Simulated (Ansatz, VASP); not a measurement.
**Cross-check of Al2O3 (alpha-Al2O3(0001)) between VASP and Ansatz**

Aim: how closely do two programs agree when they are given the same cell, functional and k mesh? The cell is taken from a series of runs on this material, whose earlier steps may have relaxed, scaled, displaced or heated it; both programs get it as it stands.

Method: plane waves, with VASP 6.6.1 beside it; single point at PBE with D3(BJ), single point at PBE and single point at RPBE with D3(BJ), in Ansatz 0.2.0.

## Step 1: The structure

The cell holds 60 atoms: 24 Al and 36 O. Its edges and angles: a = 9.580 Å, b = 9.580 Å, c = 22.046 Å, α = 90.0°, β = 90.0°, γ = 120.0°. It derives from Al2O3 (alpha-Al2O3(0001)). As first built, before any earlier steps moved the atoms (in the runner's words): corundum (0001), 2 x 2 cells, Al-terminated on both faces (lattice constants typed as starting values near PBE's), lower atoms held. Vacuum lies along c.

## Step 2: Ansatz: single point, PBE with D3(BJ)

Ansatz runs on its default PAW (the set named soft_2) files.

With cell and atoms fixed, the geometry can't cause a difference; cores, projectors, grids and the points listed under the comparison can.

Input file input.yaml:

```yaml
crystal:
  lattice:
    - [9.58, 0.0, 0.0]
    - [-4.79, 8.29652, 0.0]
    - [0.0, 0.0, 22.04645]
  atoms:
    - { symbol: Al, position: [0.0, 0.0, 0.13317] }
    - { symbol: Al, position: [0.33333, 0.16667, 0.23181] }
    - { symbol: Al, position: [0.0, 0.0, 0.27939] }
    - { symbol: Al, position: [0.33333, 0.16667, 0.08559] }
    - { symbol: Al, position: [0.16667, 0.33333, 0.12346] }
    - { symbol: Al, position: [0.16667, 0.33333, 0.24152] }
    - { symbol: O, position: [0.15396, 0.99116, 0.08382] }
    - { symbol: O, position: [0.00884, 0.1628, 0.08382] }
    - { symbol: O, position: [0.3372, 0.34604, 0.08382] }
    - { symbol: O, position: [0.49613, 0.17551, 0.28115] }
    - { symbol: O, position: [0.32449, 0.32062, 0.28115] }
    - { symbol: O, position: [0.17938, 0.00387, 0.28115] }
    - { symbol: O, position: [0.00712, 0.33333, 0.18249] }
    - { symbol: O, position: [0.16667, 0.17379, 0.18249] }
    - { symbol: O, position: [0.32621, 0.49288, 0.18249] }
    - { symbol: Al, position: [0.0, 0.5, 0.13317] }
    - { symbol: Al, position: [0.33333, 0.66667, 0.23181] }
    - { symbol: Al, position: [0.0, 0.5, 0.27939] }
    - { symbol: Al, position: [0.33333, 0.66667, 0.08559] }
    - { symbol: Al, position: [0.16667, 0.83333, 0.12346] }
    - { symbol: Al, position: [0.16667, 0.83333, 0.24152] }
    - { symbol: O, position: [0.15396, 0.49116, 0.08382] }
    - { symbol: O, position: [0.00884, 0.6628, 0.08382] }
    - { symbol: O, position: [0.3372, 0.84604, 0.08382] }
    - { symbol: O, position: [0.49613, 0.67551, 0.28115] }
    - { symbol: O, position: [0.32449, 0.82062, 0.28115] }
    - { symbol: O, position: [0.17938, 0.50387, 0.28115] }
    - { symbol: O, position: [0.00712, 0.83333, 0.18249] }
    - { symbol: O, position: [0.16667, 0.67379, 0.18249] }
    - { symbol: O, position: [0.32621, 0.99288, 0.18249] }
    - { symbol: Al, position: [0.5, 0.0, 0.13317] }
    - { symbol: Al, position: [0.83333, 0.16667, 0.23181] }
    - { symbol: Al, position: [0.5, 0.0, 0.27939] }
    - { symbol: Al, position: [0.83333, 0.16667, 0.08559] }
    - { symbol: Al, position: [0.66667, 0.33333, 0.12346] }
    - { symbol: Al, position: [0.66667, 0.33333, 0.24152] }
    - { symbol: O, position: [0.65396, 0.99116, 0.08382] }
    - { symbol: O, position: [0.50884, 0.1628, 0.08382] }
    - { symbol: O, position: [0.8372, 0.34604, 0.08382] }
    - { symbol: O, position: [0.99613, 0.17551, 0.28115] }
    - { symbol: O, position: [0.82449, 0.32062, 0.28115] }
    - { symbol: O, position: [0.67938, 0.00387, 0.28115] }
    - { symbol: O, position: [0.50712, 0.33333, 0.18249] }
    - { symbol: O, position: [0.66667, 0.17379, 0.18249] }
    - { symbol: O, position: [0.82621, 0.49288, 0.18249] }
    - { symbol: Al, position: [0.5, 0.5, 0.13317] }
    - { symbol: Al, position: [0.83333, 0.66667, 0.23181] }
    - { symbol: Al, position: [0.5, 0.5, 0.27939] }
    - { symbol: Al, position: [0.83333, 0.66667, 0.08559] }
    - { symbol: Al, position: [0.66667, 0.83333, 0.12346] }
    - { symbol: Al, position: [0.66667, 0.83333, 0.24152] }
    - { symbol: O, position: [0.65396, 0.49116, 0.08382] }
    - { symbol: O, position: [0.50884, 0.6628, 0.08382] }
    - { symbol: O, position: [0.8372, 0.84604, 0.08382] }
    - { symbol: O, position: [0.99613, 0.67551, 0.28115] }
    - { symbol: O, position: [0.82449, 0.82062, 0.28115] }
    - { symbol: O, position: [0.67938, 0.50387, 0.28115] }
    - { symbol: O, position: [0.50712, 0.83333, 0.18249] }
    - { symbol: O, position: [0.66667, 0.67379, 0.18249] }
    - { symbol: O, position: [0.82621, 0.99288, 0.18249] }
kpoints:
  mp_grid: { grid: [1, 1, 1] }
hamiltonian:
  xc: pbe
  dispersion: d3bj
scf:
  occupations: { method: fermi_dirac, width: 0.025 }
output:
  forces: true
```

Started as:

```
> ansatz run input.yaml --threads 4 --pin off --max-ram 8192MiB --backend cpu --events-out ev --progress --plain --runs-dir out
```

Numbers of over 12 decimals in the logs are rounded to 6 here.

The program printed:

```text
Warning: the atoms were moved onto the symmetric positions of the space group found under crystal.symmetry.tolerance 1.0e-5 (fractional; no operation is sought that the atoms, as they stand in a round, miss by more than twice it, and no atom is moved by as much as it), and the run uses the moved positions. Before a round's move an operation carried an atom to 1.43e-4 Å from where it should land, the largest such dist [...]
Engine: ansatz 0.2.0, aarch64-unknown-linux-gnu
Pseudopotentials: kind: paw
Pseudopotential: Al, paw, valence charge 3, recommended cutoff 420 eV (normal), Al.paw.azcp
Pseudopotential: O, paw, valence charge 6, recommended cutoff 420 eV (normal), O.paw.azcp
Functional definition: PBE
  parameter kappa = 0.804
  parameter beta = 0.066725
  exchange = pbe_x(kappa = kappa, mu = beta*pi^2/3)
  correlation = pbe_c(beta = beta)
Crystal: 60 atoms, lattice volume = 1752.266 Å³
Basis set: ecut = 420 eV, 34135 PW (Γ), exchange–correlation on 144×144×300 points (8 copies of the dense FFT grid, shifted against one another)
Bands: 204, of which v1, the nominal top of the filled ones, is band 144 counted from 1 (143 counted from 0)
Symmetry: 24 space group operations
Space group: P321 (ITA 150), of the structure as read, at distance tolerance 1.2e-4 Å
k-points: 1
Non-local potential: Al, projectors of the file, l = 0: 2, l = 1: 2, l = 2: 1
Non-local potential: O, projectors of the file, l = 0: 2, l = 1: 2, l = 2: 1
PAW form: soft (Blöchl's): semilocal exchange-correlation on the pseudo side does not see the compensation charge
PAW one-centre angular grid: Al, 110 points (default); XC on 64 Gauss nodes
PAW one-centre angular grid: O, 110 points (default); XC on 64 Gauss nodes
Initial density: superposition of atomic densities (neutral atoms: chi_scale 0, normalization atom), corrected by the library's trained network
Initial wavefunctions: pseudopotential atomic-orbital guess
Functional: x = pbe(κ = 0.804, μ = 0.219515), c = pbe(β = 0.066725)
SCF iter   1: F=—  HF=-33412.528994 eV  |F-HF|=—  |Δ(HF+E_count)|=         —  Δρ=1.50e-3  dr2=4.92e-2  ethr=1.77e-3  ⟨swp⟩=7.0  Hψ=1024  notcnv=0  defer=32
preconditioner: auto → Resta (q_TF=auto, 2.019 Å⁻¹)  ε∞=2.0  [insulator: Δε(μ)=5.062 eV  Ē_g=15.059 eV  σ=0.025 eV  W_gap=1.00  n_scr=224 (ndim 8)  ℏωp=15.1 eV  f_vac=0.656  D(μ)=0.00/eV (n_scr^D=0)  ε∞_Penn≈2.0  vacuum switching on, ρ_ref=1.6e-2 e/Å³]
SCF iter   2: F=—  HF=-33412.521977 eV  |F-HF|=—  |Δ(HF+E_count)|=   7.02e-3  Δρ=7.79e-4  dr2=8.64e-3  ethr=1.71e-5  ⟨swp⟩=3.0  Hψ=397  notcnv=0  defer=51
SCF iter   3: F=—  HF=-33412.529719 eV  |F-HF|=—  |Δ(HF+E_count)|=   7.74e-3  Δρ=3.12e-4  dr2=1.89e-3  ethr=3.00e-6  ⟨swp⟩=3.0  Hψ=279  notcnv=0  defer=13
automatic band count: iteration 3 solves 166 bands in place of 204: the levels show a gap, and the empty bands left out lie too high to hold charge; the band table lists the bands solved (type scf.n_extra_bands for more)
SCF iter   4: F=—  HF=-33412.534313 eV  |F-HF|=—  |Δ(HF+E_count)|=   4.59e-3  Δρ=7.20e-5  dr2=1.02e-4  ethr=6.56e-7  ⟨swp⟩=5.0  Hψ=321  notcnv=0  defer=13
SCF iter   5: F=—  HF=-33412.534331 eV  |F-HF|=—  |Δ(HF+E_count)|=   1.79e-5  Δρ=3.16e-5  dr2=1.29e-5  ethr=3.55e-8  ⟨swp⟩=3.0  Hψ=442  notcnv=0  defer=13
SCF iter   6: F=—  HF=-33412.534574 eV  |F-HF|=—  |Δ(HF+E_count)|=   2.42e-4  Δρ=7.55e-6  dr2=1.32e-6  ethr=4.49e-9  ⟨swp⟩=2.0  Hψ=294  notcnv=0  defer=13
SCF iter   7: F=-33412.534576 eV  HF=-33412.534576 eV  |F-HF|=1.17e-7  |Δ(HF+E_count)|=   1.89e-6  Δρ=2.43e-6  dr2=6.89e-8  ethr=3.47e-11  ⟨swp⟩=4.0  Hψ=807  notcnv=0
SCF 1 converged in 7 iterations: F = -33412.534576 eV  dr2 = 6.89e-8
  greatest PAW one-centre occupation: 0.864 electrons in one spin orbital (limit 2), on the O atom at site 55 (counted from 0), in its partial waves of l = 0
SCF converged after 7 iterations
Free energy (F): -33412.534576 eV
Harris-Foulkes:  -33412.534576 eV  (|F-HF|=1.17e-7)
Internal energy: -33412.534576 eV  (E = F + TS)
E sigma→0 (E₀):  -33412.534576 eV
Fermi energy:    -0.254875 eV
--- Per-component energies (eV) ---
  E_band       = -2574.325671
  E_kinetic    = 7086.685852
  E_local      = -192499.550276  (includes V_loc(G=0)·N_el)
  E_nonlocal   = 1961.883019
  E_hartree    = 93226.242579
  E_xc         = -3674.753612
  E_vxc        = -4170.819349  (∫ρ·V_xc dr)
  E_paw        = -16935.867449  (= ΣΔE_a)
  E_vpaw       = -1405.070770  (= ΣTr[D̂ρ^β])
  E_aug_tail   = 0.091250  (compensation charges beyond the density's cutoff)
  E_ewald      = 77432.704372
  E_disp       = -9.970310  (pairwise vdW)
  E_smearing   = -0.000000  (= −TS)
  E_closure    = -0.000000  (closes the sum)
  Σ components = -33412.534576   (vs F -33412.534576, Δ=0.00e0)
--- Forces (eV/Å), atoms counted from 1 ---
  atom   1  Al     0.00000000     0.00000000     0.17721515
  atom   2  Al    -0.00000000     0.00000000    -0.17721515
  atom   3  Al     0.00000000    -0.00000000     0.02191487
  atom   4  Al    -0.00000000    -0.00000000    -0.02191487
  atom   5  Al     0.00000000     0.00000000     0.16199059
  atom   6  Al    -0.00000000    -0.00000000    -0.16199059
  atom   7  O     -0.01284983     0.03122878     0.08362686
  atom   8  O     -0.02062000    -0.02674267     0.08362686
  atom   9  O      0.03346983    -0.00448611     0.08362686
  atom  10  O     -0.01284983    -0.03122878    -0.08362686
  atom  11  O      0.03346983     0.00448611    -0.08362686
  atom  12  O     -0.02062000     0.02674267    -0.08362686
  atom  13  O      0.03014462    -0.00000000     0.00000000
  atom  14  O     -0.01507231     0.02610601    -0.00000000
  atom  15  O     -0.01507231    -0.02610601    -0.00000000
  atom  16  Al     0.00000000    -0.00000000     0.17721515
  atom  17  Al    -0.00000000     0.00000000    -0.17721515
  atom  18  Al     0.00000000    -0.00000000     0.02191487
  atom  19  Al    -0.00000000    -0.00000000    -0.02191487
  atom  20  Al     0.00000000     0.00000000     0.16199059
  atom  21  Al    -0.00000000     0.00000000    -0.16199059
  atom  22  O     -0.01284983     0.03122878     0.08362686
  atom  23  O     -0.02062000    -0.02674267     0.08362686
  atom  24  O      0.03346983    -0.00448611     0.08362686
[...]
atom  53  O     -0.02062000    -0.02674267     0.08362686
  atom  54  O      0.03346983    -0.00448611     0.08362686
  atom  55  O     -0.01284983    -0.03122878    -0.08362686
  atom  56  O      0.03346983     0.00448611    -0.08362686
  atom  57  O     -0.02062000     0.02674267    -0.08362686
  atom  58  O      0.03014462    -0.00000000     0.00000000
  atom  59  O     -0.01507231     0.02610601    -0.00000000
  atom  60  O     -0.01507231    -0.02610601    -0.00000000
  max |Σ_I F_I| component: 1.34e-16 eV/Å
```

Reading the cycles: dr2 is the Hartree energy of the density residual (eV), the measure of convergence; HF is the Harris–Foulkes estimate of the energy, which meets the free energy F at convergence.

## Step 3: VASP: single point, PBE with D3(BJ)

The same cell, functional, mesh and smearing now go to VASP, with its own data sets.

Lines of VASP's logs that name or quote its potential files are left out, and so is its time.

Input file INCAR:

```
SYSTEM = Al2O3
PREC = Accurate
ENCUT = 520
EDIFF = 1E-06
NELM = 120
ISMEAR = -1
SIGMA = 0.025
LREAL = Auto
ALGO = Normal
GGA = PE
IVDW = 12
NBANDS = 192
LORBIT = 11
LWAVE = .FALSE.
LCHARG = .FALSE.
ISIF = 2
LASPH = .TRUE.
GGA_COMPAT = .FALSE.
EFERMI = MIDGAP
NCORE = 2
```

Input file POSCAR:

```
Al2O3
1.0
    9.5800000000      0.0000000000      0.0000000000
   -4.7900000000      8.2965200000      0.0000000000
    0.0000000000      0.0000000000     22.0464500000
Al O
24 36
Direct
    0.9999933333      0.9999966667      0.1331700000
    0.3333266667      0.1666633333      0.2318100000
    0.9999933333      0.9999966667      0.2793900000
    0.3333266667      0.1666633333      0.0855900000
    0.1666600000      0.3333300000      0.1234600000
    0.1666600000      0.3333300000      0.2415200000
    0.9999933333      0.4999966667      0.1331700000
    0.3333266667      0.6666633333      0.2318100000
    0.9999933333      0.4999966667      0.2793900000
    0.3333266667      0.6666633333      0.0855900000
    0.1666600000      0.8333300000      0.1234600000
    0.1666600000      0.8333300000      0.2415200000
    0.4999933333      0.9999966667      0.1331700000
    0.8333266667      0.1666633333      0.2318100000
    0.4999933333      0.9999966667      0.2793900000
    0.8333266667      0.1666633333      0.0855900000
    0.6666600000      0.3333300000      0.1234600000
    0.6666600000      0.3333300000      0.2415200000
    0.4999933333      0.4999966667      0.1331700000
    0.8333266667      0.6666633333      0.2318100000
    0.4999933333      0.4999966667      0.2793900000
    0.8333266667      0.6666633333      0.0855900000
    0.6666600000      0.8333300000      0.1234600000
    0.6666600000      0.8333300000      0.2415200000
    0.1539500000      0.9911550000      0.0838250000
    0.0088350000      0.1627950000      0.0838250000
    0.3371950000      0.3460400000      0.0838250000
    0.4961250000      0.1755050000      0.2811550000
    0.3244850000      0.3206200000      0.2811550000
    0.1793700000      0.0038650000      0.2811550000
    0.0071150000      0.3333300000      0.1824900000
    0.1666600000      0.1737850000      0.1824900000
    0.3262050000      0.4928750000      0.1824900000
    0.1539500000      0.4911550000      0.0838250000
    0.0088350000      0.6627950000      0.0838250000
    0.3371950000      0.8460400000      0.0838250000
    0.4961250000      0.6755050000      0.2811550000
    0.3244850000      0.8206200000      0.2811550000
    0.1793700000      0.5038650000      0.2811550000
    0.0071150000      0.8333300000      0.1824900000
    0.1666600000      0.6737850000      0.1824900000
    0.3262050000      0.9928750000      0.1824900000
    0.6539500000      0.9911550000      0.0838250000
    0.5088350000      0.1627950000      0.0838250000
    0.8371950000      0.3460400000      0.0838250000
    0.9961250000      0.1755050000      0.2811550000
    0.8244850000      0.3206200000      0.2811550000
    0.6793700000      0.0038650000      0.2811550000
    0.5071150000      0.3333300000      0.1824900000
    0.6666600000      0.1737850000      0.1824900000
    0.8262050000      0.4928750000      0.1824900000
    0.6539500000      0.4911550000      0.0838250000
    0.5088350000      0.6627950000      0.0838250000
    0.8371950000      0.8460400000      0.0838250000
    0.9961250000      0.6755050000      0.2811550000
    0.8244850000      0.8206200000      0.2811550000
    0.6793700000      0.5038650000      0.2811550000
    0.5071150000      0.8333300000      0.1824900000
    0.6666600000      0.6737850000      0.1824900000
    0.8262050000      0.9928750000      0.1824900000
```

Input file KPOINTS:

```
Automatic mesh
0
Gamma
1 1 1
0 0 0
```

The projector-augmented-wave data sets are Al and O (PBE family, release 64).

Started as:

```
> mpirun -np 8 vasp_gam
```

The program printed:

```text
[banner, memory and clock lines left out]
running    8 mpi-ranks, on    1 nodes
[...]
LDA part: xc-table for (Slater+PW92), standard interpolation
 POSCAR, INCAR and KPOINTS ok, starting setup
[...]
entering main loop
       N       E                     dE             d eps       ncg     rms          rms(c)
DAV:   1     0.294704202979E+04    0.29470E+04   -0.14610E+05   408   0.131E+03
DAV:   2    -0.622933365814E+02   -0.30093E+04   -0.28844E+04   496   0.332E+02
DAV:   3    -0.483320277796E+03   -0.42103E+03   -0.41850E+03   464   0.130E+02
DAV:   4    -0.494311899330E+03   -0.10992E+02   -0.10957E+02   464   0.245E+01
[...]
DAV:  24    -0.433576908970E+03   -0.46355E-05   -0.20751E-07   288   0.116E-03    0.138E-03
DAV:  25    -0.433576910726E+03   -0.17559E-05   -0.94650E-08   264   0.109E-03    0.476E-04
DAV:  26    -0.433576910835E+03   -0.10871E-06   -0.80747E-08   288   0.809E-04
   1 F= -.44354639E+03 E0= -.44354639E+03  d E =0.000000E+00
```

From OUTCAR (step 3):

```text
 Edisp (eV)   -9.96948

  Total      51.47437    51.47433    -8.09990     0.00000    -0.00000    -0.00000
  in kB      47.06537    47.06533    -7.40611     0.00000    -0.00000    -0.00000
  external pressure =       28.91 kB  Pullay stress =        0.00 kB

 POSITION                                       TOTAL-FORCE (eV/Angst)
 -----------------------------------------------------------------------------------
      4.78995      8.29649      2.93593        -0.000000     -0.000000      0.155603
      2.39495      1.38273      5.11059        -0.000000     -0.000000     -0.155603
      4.78995      8.29649      6.15956        -0.000000     -0.000000      0.061616
      2.39495      1.38273      1.88696        -0.000000     -0.000000     -0.061616
     -0.00005      2.76548      2.72185        -0.000000     -0.000000      0.139090
     -0.00005      2.76548      5.32466        -0.000000     -0.000000     -0.139090
      7.18495      4.14823      2.93593        -0.000000     -0.000000      0.155603
     -0.00005      5.53099      5.11059        -0.000000     -0.000000     -0.155603
      7.18495      4.14823      6.15956        -0.000000     -0.000000      0.061616
     -0.00005      5.53099      1.88696        -0.000000     -0.000000     -0.061616
     -2.39505      6.91374      2.72185        -0.000000     -0.000000      0.139090
     -2.39505      6.91374      5.32466        -0.000000     -0.000000     -0.139090
     -0.00005      8.29649      2.93593        -0.000000     -0.000000      0.155603
      7.18495      1.38273      5.11059        -0.000000     -0.000000     -0.155603
[...]
-----------------------------------------------------------------------------------
    total drift:                               -0.000531     -0.000001      0.001386

  FREE ENERGIE OF THE ION-ELECTRON SYSTEM (eV)
  ---------------------------------------------------
  free  energy   TOTEN  =      -443.5463931387 eV

  energy  without entropy=     -443.5463931387  energy(sigma->0) =     -443.54639314

[... 2 further parts left out ...]
[key lines of the parts left out:]
E-fermi :  -0.7536
```

## Step 4: Side by side

Known differences besides the potentials themselves: the cutoff is 420 eV in Ansatz and 520 eV in VASP (PREC = Accurate, projectors in real space). Total energies have different zeros and are not compared.

Both answers:

| quantity | Ansatz | VASP | difference |
| --- | --- | --- | --- |
| gap on the k mesh (eV) | 5.097 | 5.105 | -0.008 |

Forces on 10 of the 60 atoms, those with the largest forces and the largest differences (eV/Å; atoms numbered as in POSCAR):

| atom | Ansatz x, y, z | VASP x, y, z |
| --- | --- | --- |
| Al1 | 0.000, 0.000, 0.177 | 0.000, 0.000, 0.156 |
| Al2 | 0.000, 0.000, -0.177 | 0.000, 0.000, -0.156 |
| Al3 | 0.000, 0.000, 0.022 | 0.000, 0.000, 0.062 |
| Al4 | 0.000, 0.000, -0.022 | 0.000, 0.000, -0.062 |
| Al7 | 0.000, 0.000, 0.177 | 0.000, 0.000, 0.156 |
| Al8 | 0.000, 0.000, -0.177 | 0.000, 0.000, -0.156 |
| Al10 | 0.000, 0.000, -0.022 | 0.000, 0.000, -0.062 |
| Al13 | 0.000, 0.000, 0.177 | 0.000, 0.000, 0.156 |
| Al14 | 0.000, 0.000, -0.177 | 0.000, 0.000, -0.156 |
| Al19 | 0.000, 0.000, 0.177 | 0.000, 0.000, 0.156 |

The forces differ by 16 meV/Å r.m.s., which is 26.2 % of the r.m.s. force of 0.062 eV/Å (both taken over all components). A gap on the mesh is an upper bound, since the band edges may lie between its points. With vacuum in the cell, a pressure given here is an average over mostly empty space and none of the material.

[end of part 1 of 2]

[Lines on the potential files, build, host, timing and source positions are cut from VASP's logs without a mark.]

[Logs are printed without paths, hosts, clocks, repeated set-up lines and the standing remarks that a program may print on its own settings, such as how far it seeks lower states.]

[Hosts, paths, dates, database ids (printed as entryN), source tags and the programs' standing remarks are cut or masked in the printed files.]
